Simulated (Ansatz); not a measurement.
MgO:

```xyz
2
Lattice="0.0000 2.0970 2.0970 2.0970 0.0000 2.0970 2.0970 2.0970 0.0000" Properties=species:S:1:pos:R:3 pbc="T T T"
Mg    0.0000    0.0000    0.0000
O     2.0970    2.0970    2.0970
```

The cell is a database's computed one.

* Program: Ansatz 0.2.0
* Task: relaxation of cell and atoms
* Functional: revPBE
* Potentials or basis: Ansatz PAW
* Cutoff: 420 eV (not typed: the program's choice for these potentials)
* k mesh: 11 × 11 × 11
* Occupations: fermi-dirac, width 0.05 eV
* Spin: no spin polarisation

At the start: volume 9.22 Å³/atom.

Problem. How do energy, volume and symmetry change on relaxing?

Solution. It ends after 7 steps and the volume is 9.86 Å³/atom (+6.9 %); space group Fm-3m (No. 225, to 0.05 Å).

The path:
| step | energy change (eV) | largest force (eV/Å) | volume (Å³) |
| --- | --- | --- | --- |
| 1 | 0.0000 | 0.0000 | 18.44 |
| 2 | -0.0246 | 0.0000 | 18.95 |
| 3 | -0.0350 | 0.0000 | 19.60 |
| 4 | -0.0349 | 0.0000 | 19.65 |
| 5 | -0.0407 | 0.0000 | 19.65 |
| 6 | -0.0406 | 0.0000 | 19.72 |
| 7 | -0.0408 | 0.0000 | 19.72 |

Final structure:
```
CELL_PARAMETERS angstrom
0.00000 2.14427 2.14427
2.14427 0.00000 2.14427
2.14427 2.14427 0.00000
ATOMIC_POSITIONS crystal
Mg 0.00000 0.00000 0.00000
O 0.50000 0.50000 0.50000
```

Caveat: the plane-wave basis is chosen anew once the cell has moved, so the energies of steps on either side of that aren't comparable; the pressure holds a Pulay correction of +0.5 GPa for the finite cutoff; the PAW data sets come from PBE, with cores solved anew for the run's functional, which leaves a small shift of forces and pressure.
